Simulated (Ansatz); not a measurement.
HfO₂: enthalpy against pressure

HfO₂, P4_2/mnm, a = 4.838 Å, c = 3.220 Å. This isn't the usual stable structure of the compound. Ansatz: r2SCAN, PAW, 500 eV, Γ-centred 6×6×8 mesh on 6 atoms, Gaussian smearing 0.02 eV; no spin polarisation. Cell and atoms are relaxed at each pressure, and no other structure is tried, so the rows at high pressure may lie past a change of phase. y is the enthalpy over the state at zero pressure; there V0 = 12.564 Å³/atom. The pressures are the targets, met within 0.03 GPa.

| P (GPa) | y (eV/atom) |
| --- | --- |
| -1.0 | -0.0786 |
| 0.0 | 0.0000 |
| 1.0 | 0.0782 |
| 4.0 | 0.3109 |
| 12.0 | ? |
| 25.0 | 1.8679 |
| 50.0 | 3.5950 |
| 90.0 | 6.1561 |

Problem. Fit y = c1 P + c2 P² + c3 P³ to the other rows, say what c1 and c2 mean, and predict the missing value.

Solution. Least squares on the rows shown. y = 0.078070 P − 0.00014350 P² + 4.0080×10⁻⁷ P³. Since dH/dP = V, c1 is V0: 0.078070 eV/GPa × 160.2 = 12.507 Å³ against 12.564; c2 = −V0/(2B0) gives B0 = 272 GPa, where a Birch–Murnaghan fit to the volumes of the same runs (not shown) gives 226 GPa: a cubic over this range folds the higher terms into c2. At P = 12.0 the fit asked for gives 0.9169 eV/atom. The run gave 0.9179 eV/atom, so the fit is 0.0010 eV/atom too low, 0.016 % of the span of the series, against an rms of 0.0005 eV/atom on the fitted rows. With a term in P⁴ added, a fit to the same known rows predicts 0.9180 eV/atom, so most of the miss is curvature that the known rows already hold.

Spin–orbit coupling is left out, which can shift energies with elements as heavy as these.